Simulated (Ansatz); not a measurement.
Crystal: GaAs.

```
As Ga
1.0
     0.00000    2.82685    2.82685
     2.82685    0.00000    2.82685
     2.82685    2.82685    0.00000
As Ga
1 1
Direct
  0.75000 0.75000 0.75000
  0.00000 0.00000 0.00000
```

Base run:

| Item | Value |
| --- | --- |
| Program | Ansatz 0.2.0 |
| Functional | PBEsol |
| Potentials or basis | all-electron PAW datasets made for the crystal |
| Cutoff | 220 eV (chosen from the basis error) |
| k mesh | 6 × 6 × 6 |
| Occupations | fermi-dirac, width 0.05 eV |
| Spin | no spin polarisation |

Its results: band gap on the k mesh 0.44 eV, direct; pressure 0.2 GPa.

Question: The run is repeated on the same cell with these changes: functional from PBEsol to PBE0; cutoff from 220 eV (chosen from the basis error) to 360 eV (chosen from the basis error). What comes out?

Answer: Band gap on the k mesh 2.02 eV, direct; pressure 1.0 GPa.

PBE0 gives the wider gap, since exact exchange removes part of the self-interaction.

A k mesh can miss the band edges.

The runs don't all hold the same shells in valence.
